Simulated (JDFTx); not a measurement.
The system is KTaO3.

```xyz
5
Lattice="3.9883 0.0000 0.0000 0.0000 3.9883 0.0000 0.0000 0.0000 3.9883" Properties=species:S:1:pos:R:3 pbc="T T T"
Ta    0.0000    0.0000    0.0000
K     1.9942    1.9942    1.9942
O     0.0000    0.0000    1.9942
O     0.0000    1.9942    0.0000
O     1.9942    0.0000    0.0000
```

Base run:

- Program: JDFTx 1.7.0 (patched build)
- Functional: PBE
- Potentials or basis: PseudoDojo-SR-PBE-0.5-standard
- Cutoff: 1143 eV
- Density cutoff: 9143 eV
- k mesh: 7 × 7 × 7
- Occupations: fermi-dirac, width 0.05 eV
- Spin: no spin polarisation

Its results: band gap on the k mesh 2.30 eV, indirect (least direct gap 2.88 eV); pressure 4.3 GPa.

**Question.** The run is repeated on the same cell with these changes: functional from PBE to PBEsol; potentials or basis from PseudoDojo-SR-PBE-0.5-standard to PseudoDojo-SR-PBEsol-0.4.1-standard with smoothed tails. What comes out?

**Answer.** Band gap on the k mesh 2.21 eV, indirect (least direct gap 2.79 eV); pressure -1.7 GPa.

Caveats: the empty levels aren't tightly converged; spin-orbit coupling is left out, which moves the levels of the heavy elements; an odd mesh through Γ misses points on the zone boundary, where band edges often lie.
